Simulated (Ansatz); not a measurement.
Crystal: Mg.

```xyz
2
Lattice="3.2093 0.0000 0.0000 -1.6046 2.7793 0.0000 0.0000 0.0000 5.2103" Properties=species:S:1:pos:R:3 pbc="T T T"
Mg    1.6047    0.9264    3.9077
Mg    0.0000    1.8529    1.3026
```

Base run:

```yaml
Program: Ansatz 0.2.0
Functional: RPBE
Potentials_or_basis: Ansatz PAW
Cutoff: "420 eV (not typed: the program's choice for these potentials)"
k_mesh: 10 × 10 × 5
Occupations: fermi-dirac, width 0.05 eV
Spin: no spin polarisation
```

Its results: band gap on the k mesh none (metal or under the smearing width); pressure 0.8 GPa.

Task: The run is repeated on the same cell with these changes: functional from RPBE to r2SCAN; cutoff from 420 eV (not typed: the program's choice for these potentials) to 500 eV (not typed: the program's choice for these potentials). What comes out?

Result: Band gap on the k mesh none (metal or under the smearing width); pressure -1.0 GPa.

Caveats: the PAW data sets come from PBE, with cores solved anew for the run's functional, which leaves a small shift of forces and pressure.
